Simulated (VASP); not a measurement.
CdSe (Cadmoselite): single point with r2SCAN

**The experiment to reproduce.**

From a printed reference work, data compilation, for a bulk crystal of CdSe at 2 K: band gap 1.841 eV.

The system is CdSe (Cadmoselite).

```
Cd Se
1.0
     4.36940    0.00000    0.00000
    -2.18470    3.78401    0.00000
     0.00000    0.00000    7.12383
Cd Se
2 2
Direct
  0.33333 0.66667 0.00453
  0.66667 0.33333 0.50453
  0.33333 0.66667 0.38047
  0.66667 0.33333 0.88047
```

```yaml
Program: VASP 6.6.1
Task: single point
Functional: r2SCAN
Potentials_or_basis: VASP PAW PBE potentials, release 64 (Cd, Se)
Cutoff: 520 eV
k_mesh: 6 × 6 × 4
Occupations: fermi-dirac, width 0.02 eV
Spin: no spin polarisation
```

The pressure is -0.8 GPa and the band gap on the k mesh is 1.05 eV, direct.

Levels at points of the mesh, in eV from the valence-band top:
```tsv
k point	band 16	band 17	band 18	band 19	band 20	band 21
(0.00, 0.00, 0.00)	-0.04	0.00	0.00	1.05	2.61	6.37
(0.50, 0.00, 0.00)	-1.74	-1.23	-0.70	3.58	3.70	5.10
(0.00, 0.00, 0.50)	-0.37	-0.37	-0.37	2.73	2.73	6.23
(0.50, 0.00, 0.50)	-1.27	-1.26	-1.26	3.31	3.31	5.26
```

Wall time 2.5 min on 1 thread of Intel(R) Xeon(R) Platinum 8488C (Sapphire Rapids) (shared host), peak memory 0.27 GiB.

A measured gap of CdSe is 1.841 eV (2 K; a printed reference work, data compilation); the calculated 1.05 eV misses it by -0.80 eV. Spin-orbit coupling on Cd, Se is left out. The value is that of r2SCAN, without temperature or zero-point motion.

Caveat: the PAW data sets were made with another functional, which shifts forces and pressure a little.
